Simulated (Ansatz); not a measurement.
What does this script print? It uses the Python package of Ansatz (0.2.0).

`run_fold.py`
```python
import ansatz
from tabulate import tabulate

VDW = 'D4'


def main() -> None:
    structure = (
        ansatz.Lattice.of((0.0, 2.731, 2.731), (2.731, 0.0, 2.731), (2.731, 2.731, 0.0))
        .atom('Ca', (0.0, 0.0, 0.0))
        .atom('F', (0.25, 0.25, 0.25))
        .atom('F', (0.75, 0.75, 0.75))
    )

    mesh = (4, 4, 4)
    rows = []
    for repeats in [(1, 1, 1), (1, 1, 2)]:
        setup = (
            structure.supercell(*repeats).calculation()
            .functional(ansatz.Functional.R2SCAN, dispersion=VDW)
            .pseudopotentials('paw')
            .occupations(ansatz.OccupationsMethod.GAUSSIAN)
            .kpoints(*(k // n for k, n in zip(mesh, repeats)))
        )
        data = setup.run(threads=1, backend='cpu').report
        n = len(data['lattice']['sites'])
        rows.append((repeats, n, data['free_energy_ev'] / n, data['fermi_energy_ev'], data['n_kpoints'], data['n_symmetry_ops']))
    print(tabulate(rows, headers=['repeats', 'atoms', 'F/atom eV', 'Fermi level eV', 'k-points', 'symmetry operations'], floatfmt='.4f', tablefmt='plain'))


if __name__ == '__main__':
    main()
```

`python run_fold.py` gives:
```text
DeckWarning: basis.ecutwfc = 500 eV, auto-derived from the records' recommended cutoffs: set by Ca (their level for a meta-GGA)
repeats      atoms    F/atom eV    Fermi level eV    k-points    symmetry operations
(1, 1, 1)        3   -1149.4131            6.7250           8                     48
(1, 1, 2)        6   -1149.4131            6.7252           8                     24
```
(Warnings from the package without file and line.)

Caveats:
- Total energies depend on the potentials; only differences at equal settings carry meaning.
- The k-point mesh is coarse, and energy and stress weren't tested for convergence.
- In a crystal with a gap the Fermi level's place inside it depends on smearing and mesh.
- The starting cell is as deposited in a crystallographic database; the results hold for this polymorph, which needn't be the stable one.
- The count of operations in a supercell holds its pure translations too, and an uneven repeat can lower the point group.
- Timing: 4.2 s on 1 thread of Arm Neoverse V2, on a shared host, peak memory 0.51 GiB.

(Lines on the test bed's own set-up are left out of the output.)
